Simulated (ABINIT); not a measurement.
Runs of ABINIT 10.8.3 (patched build) on WC (Qusongite). It takes space group P-6m2 (No. 187, hexagonal). Conventional cell: a = 2.907 Å, b = 2.907 Å, c = 2.837 Å, α = 90.00°, β = 90.00°, γ = 120.00°. W (site symmetry -6m2) is surrounded by 6 C at 2.20 Å. Around C (site symmetry -6m2) lie 6 W at 2.20 Å. 

```tsv
level	gap on the mesh (eV)	pressure (GPa)
WC	none	(a)
PBEsol	none	-2.7
LDA	none	-8.9
RPBE	none	(b)
AM05	none	-5.1
```

Alike in all rows: task band structure; potentials or basis JTH PAW PBE v2.0; no spin polarisation; cell as given; k mesh 10 × 10 × 9; cutoff (eV) 626; smearing fermi-dirac 0.05 eV.

Problem. Estimate the missing entries.

Solution. (a) -1.0; (b) 10.4.

Caveats: the PAW data sets were made with another functional, which shifts forces and pressure a little; spin-orbit coupling is left out, which moves the levels of the heavy elements.

A k mesh can miss the band edges, and the runs leave out spin-orbit coupling on W.

A gap of «none» marks a metal or a gap under the smearing width.
